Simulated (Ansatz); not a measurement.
# In2GaAs3: tests of the settings

Aim, for In2GaAs3: see how the k-point mesh shifted by half a step moves the results.

Method: DFT PBEsol, scalar-relativistic, plane waves, PAW, in Ansatz 0.2.0.

1 further run of the same task is left out (set aside as unsound or not needed). Runs told in other sessions of the task aren't counted.

### 1 The system as given

Symmetry: I-4m2, No. 119, tetragonal system. The conventional cell has a = 4.280 Å, b = 4.280 Å, c = 18.120 Å, α = 90.00°, β = 90.00°, γ = 90.00°. In (site symmetry 2mm) has 4 As at 2.66 to 2.67 Å in its first shell of neighbours. Ga (site symmetry -4m2) is surrounded by 4 As at 2.54 Å. As (site symmetry -4m2) has 4 In at 2.66 Å in its first shell of neighbours. As (site symmetry 2mm) has 2 Ga at 2.54 Å and 2 In at 2.67 Å in its first shell of neighbours.

Structure file:

```xyz
6
Lattice="-2.1402 2.1402 9.0601 2.1402 -2.1402 9.0601 2.1402 2.1402 -9.0601" Properties=species:S:1:pos:R:3 pbc="T T T"
In    0.0000    0.0000    6.1021
In    0.0000    0.0000   12.0181
Ga    0.0000    0.0000    0.0000
As    2.1402    0.0000    4.5300
As    0.0000    2.1402    1.3676
As    0.0000    2.1402    7.6924
```

The structure comes from the Materials Project (structure only); it is used as listed.

### 2 The base run, which the others are set against

input.yaml reads:

```yaml
crystal:
  lattice:
    - [-2.140184, 2.140184, 9.060064]
    - [2.140184, -2.140184, 9.060064]
    - [2.140184, 2.140184, -9.060064]
  atoms:
    - { symbol: In, position: [0.336756, 0.336756, 0.0] }
    - { symbol: In, position: [0.663244, 0.663244, 0.0] }
    - { symbol: Ga, position: [0.0, 0.0, 0.0] }
    - { symbol: As, position: [0.25, 0.75, 0.5] }
    - { symbol: As, position: [0.575475, 0.075475, 0.5] }
    - { symbol: As, position: [0.924525, 0.424525, 0.5] }
basis:
  ecutwfc: 420
kpoints:
  mp_grid: { grid: [12, 12, 12] }
hamiltonian:
  xc: pbesol
scf:
  occupations: { method: gaussian, width: 0.1 }
output:
  forces: true
  stress: true
  eigenvalues: true
  populations: true
  write_density: true
  write_potential: true
  elf: true
  volumetric_format: npy
```

It was run beforehand and gave: -4872.3892 eV/atom at zero smearing, pressure -2.69 GPa, largest force 0.044 eV/Å, no gap on the mesh, in 8 SCF cycles and 3.6 min.

### 3 K-point mesh shifted by half a step: 6×6×6

input.yaml reads:

```yaml
crystal:
  lattice:
    - [-2.140184, 2.140184, 9.060064]
    - [2.140184, -2.140184, 9.060064]
    - [2.140184, 2.140184, -9.060064]
  atoms:
    - { symbol: In, position: [0.336756, 0.336756, 0.0] }
    - { symbol: In, position: [0.663244, 0.663244, 0.0] }
    - { symbol: Ga, position: [0.0, 0.0, 0.0] }
    - { symbol: As, position: [0.25, 0.75, 0.5] }
    - { symbol: As, position: [0.575475, 0.075475, 0.5] }
    - { symbol: As, position: [0.924525, 0.424525, 0.5] }
basis:
  ecutwfc: 420
kpoints:
  mp_grid: { grid: [6, 6, 6], shift: [0.5, 0.5, 0.5] }
hamiltonian:
  xc: pbesol
scf:
  occupations: { method: gaussian, width: 0.1 }
output:
  forces: true
  stress: true
  eigenvalues: true
```

On the command line:

```console
$ ansatz run input.yaml --threads 1 --pin off --max-ram 2560MiB --backend cpu --events-out ev --progress --plain --runs-dir out
```

### 4 K-point mesh shifted by half a step set to 8×8×8

input.yaml, as its differences from that of step 3:

```diff
@@ -15,3 +15,3 @@
 kpoints:
-  mp_grid: { grid: [6, 6, 6], shift: [0.5, 0.5, 0.5] }
+  mp_grid: { grid: [8, 8, 8], shift: [0.5, 0.5, 0.5] }
 hamiltonian:
```

### 5 K-point mesh shifted by half a step: 10×10×10

input.yaml, as its differences from that of step 4:

```diff
@@ -15,3 +15,3 @@
 kpoints:
-  mp_grid: { grid: [8, 8, 8], shift: [0.5, 0.5, 0.5] }
+  mp_grid: { grid: [10, 10, 10], shift: [0.5, 0.5, 0.5] }
 hamiltonian:
```

(Steps that only read results are left out.)

**Question.** What does this series show? Wanted: largest energy shift, k-point mesh shifted by half a step.

**Answer**, as computed:

```
                                                 quantity                   value
largest energy shift, k-point mesh shifted by half a step  3.29 meV/atom at 6×6×6
```

What this shows: The densest shifted mesh lands 0.15 meV/atom from the base run.
